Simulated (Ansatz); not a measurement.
# A run on Ti2Co that went wrong

The input below was meant for crystalline Ti2Co, with PBEsol, plane waves and PAW in Ansatz.

```yaml
crystal:
  lattice:
    - [0.0, 3.365, 3.365]
    - [3.365, 0.0, 3.365]
    - [3.365, 3.365, 0.0]
  atoms:
    - { symbol: Ti, position: [0.125, 0.125, 0.125] }
    - { symbol: Ti, position: [0.625, 0.125, 0.125] }
    - { symbol: Ti, position: [0.125, 0.125, 0.625] }
    - { symbol: Ti, position: [0.125, 0.625, 0.125] }
    - { symbol: Co, position: [0.5, 0.5, 0.5], spin: 0.59 }
    - { symbol: Co, position: [0.75, 0.75, 0.75], spin: 0.59 }
basis:
  ecutwfc: 420
kpoints:
  mp_grid: { grid: [10, 10, 10] }
hamiltonian:
  xc: pbesol
scf:
  occupations: { method: fixed }
output:
  forces: true
  stress: true
  eigenvalues: true
  populations: true
magnetization:
  spin_polarized: true
```

Command:

```bash
ansatz run input.yaml --threads 1 --pin off --max-ram 2560MiB --backend cpu --events-out ev --progress --plain --runs-dir out
```

Output, shortened:

```text
Error: inconsistent input (scf.occupations.method, magnetization): a σ = 0 step fill (method: fixed, or a smearing width below the step floor) with no hard lock on the total moment puts the same N_el/2 bands in each spin channel, which gives a total moment of zero, but the starting moments sum to +1.1800 μB …
```

**Question.** Name the fault and the cure.

**Answer.** The fault is fixed occupations on a metal. Without a lock, fixed occupations put as many bands into one spin channel as into the other, which a net moment or an odd electron count rules out, and in a metal no fixed count holds at every k-point. The cure is a smearing.

Mended input, as a difference (which also takes the starting moments of the reference run):

```diff
 crystal:
   atoms:
-    - { symbol: Co, position: [0.5, 0.5, 0.5], spin: 0.59 }
-    - { symbol: Co, position: [0.75, 0.75, 0.75], spin: 0.59 }
+    - { symbol: Co, position: [0.5, 0.5, 0.5], spin: 0.65 }
+    - { symbol: Co, position: [0.75, 0.75, 0.75], spin: 0.65 }
 scf:
-  occupations: { method: fixed }
+  occupations: { method: gaussian, width: 0.1 }
```

Result of the mended run: no gap, site moments (μB) Co +0.54 (×2).

The mended run took 56 s on 1 thread of Intel(R) Xeon(R) Processor @ 2.70GHz, on a shared host, peak memory 0.61 GiB.